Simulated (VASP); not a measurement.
# GaN (strained zincblende): one r²SCAN single-point calculation in two programs

```
CELL_PARAMETERS angstrom
0.00000 2.24895 2.22646
2.24895 0.00000 2.22646
2.24895 2.24895 0.00000
ATOMIC_POSITIONS crystal
Ga 0.00000 0.00000 0.00000
N 0.25000 0.25000 0.25000
```

Datasets and cutoffs are each program's own. VASP's cell holds 18 valence electrons and Ansatz's 18. Ansatz's stress includes a Pulay correction; VASP's doesn't.

Cutoffs: 520 eV in VASP, 500 eV in Ansatz. k meshes: 10×10×10 and 10×10×10.

|  | VASP | Ansatz |
| --- | --- | --- |
| gap between bands v and c | 2.20 eV | 2.20 eV |
| least direct gap | 2.20 eV | 2.20 eV |
| pressure | 3.1 GPa | 2.0 GPa |

Band v is the last that the valence electrons fill when counted band by band, and c is the next. Levels in eV from the top of v, Ansatz:

```csv
point,v−1,v,c,c+1
Γ,-0.05,0.00,2.20,11.08
X,-2.92,-2.92,3.70,7.22
K,-4.46,-2.29,5.50,8.69
L,-1.09,-1.01,5.26,9.51
W,-3.90,-3.80,6.71,9.27
```

VASP:

| point | v−1 | v | c | c+1 |
| --- | --- | --- | --- | --- |
| Γ | -0.05 | 0.00 | 2.20 | 11.06 |
| X | -2.92 | -2.92 | 3.70 | 7.20 |
| K | -4.46 | -2.29 | 5.50 | 8.66 |
| L | -1.09 | -1.01 | 5.24 | 9.50 |
| W | -3.89 | -3.81 | 6.70 | 9.23 |
